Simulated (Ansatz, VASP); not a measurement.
# Two plane-wave programs on PtSe2

File INCAR:

```
SYSTEM = PtSe2
ALGO     = Normal         ! electronic algorithm
EDIFF    = 1E-6           ! SCF threshold, eV
EDIFFG   = -0.01          ! ionic threshold
ENCUT    = 600            ! plane-wave cutoff, eV
GGA      = PE             ! functional
IBRION   = 2              ! ionic algorithm
ISIF     = 3              ! what is computed and relaxed
ISMEAR   = 0              ! smearing method
LASPH    = .True.         ! aspherical terms in the spheres
LCHARG   = .False.        ! write CHGCAR
LREAL    = .False.        ! projectors in reciprocal space
LWAVE    = .False.        ! write WAVECAR
NELM     = 100            ! most SCF steps
NSW      = 100            ! ionic steps
PREC     = Accurate       ! precision mode
SIGMA    = 0.02           ! smearing width, eV
```

The input KPOINTS:

```
k-points
0
Gamma
  9 9 4
  0 0 0
```

File POSCAR:

```
PtSe2
1.0
    3.7536043584      0.0000000029      0.0000000000
   -1.8768021817      3.2507167287      0.0000000000
    0.0000000000      0.0000000000      6.2994945673
Pt Se
1 2
Direct
    0.0000000000      0.0000000000      0.0000000000
    0.6666666667      0.3333333333      0.7927501606
    0.3333333333      0.6666666667      0.2072498394
```

Input for Ansatz:

```yaml
crystal:
  lattice:
    - [3.7536043584, 2.9e-09, 0.0]
    - [-1.8768021817, 3.2507167287, 0.0]
    - [0.0, 0.0, 6.2994945673]
  atoms:
    - { symbol: Pt, position: [0.0, 0.0, 0.0] }
    - { symbol: Se, position: [0.6666666667, 0.3333333333, 0.7927501606] }
    - { symbol: Se, position: [0.3333333333, 0.6666666667, 0.2072498394] }
basis:
  ecutwfc: 420
kpoints:
  mp_grid: { grid: [9, 9, 4] }
hamiltonian:
  xc: pbe
scf:
  occupations: { method: gaussian, width: 0.02 }
output:
  forces: true
  stress: true
  eigenvalues: true
  write_density: true
  write_potential: true
  elf: true
  volumetric_format: npy
relax:
  adjacent_minimum: "off"
  f_tol: 0.01
  max_steps: 80
  cell: { stress_tol: 0.05 }
```

Alike in both runs: task relaxation of cell and atoms; functional PBE; k mesh 9 × 9 × 4; occupations gaussian, width 0.02 eV; no spin polarisation.

|  | VASP | Ansatz |
| --- | --- | --- |
| version | VASP 6.6.1 | Ansatz 0.2.0 |
| potentials or method | VASP PAW PBE potentials, release 64 (Pt, Se) | scalar-relativistic, plane waves, PAW |
| plane-wave cutoff (eV) | 600 | 420 |
| valence electrons in the cell | 22 | 50 |

Ansatz gave:

```
gap on the k mesh at the Fermi level, each at its own relaxed structure (eV) : 0.82
relaxed volume (Å³/atom)                                                     : 25.62
relaxed cell length with the largest relative difference (Å)                 : 6.299
```

**Question.** What did VASP give for the same quantities?

**Answer.** gap on the k mesh at the Fermi level, each at its own relaxed structure (eV): 0.81; relaxed volume (Å³/atom): 25.62; relaxed cell length with the largest relative difference (Å): 6.299.

The two sets of potentials don't hold the same shells in valence.

Caveats: the relaxation stopped at its first step, so nothing moved; spin-orbit coupling is left out, which moves the levels of the heavy elements; an odd mesh through Γ misses points on the zone boundary, where band edges often lie; this functional lacks dispersion, which binds the layers, so the pressure and a relaxed spacing across them are unreliable. A hybrid or GW would open this gap; PBE tends to underestimate it.
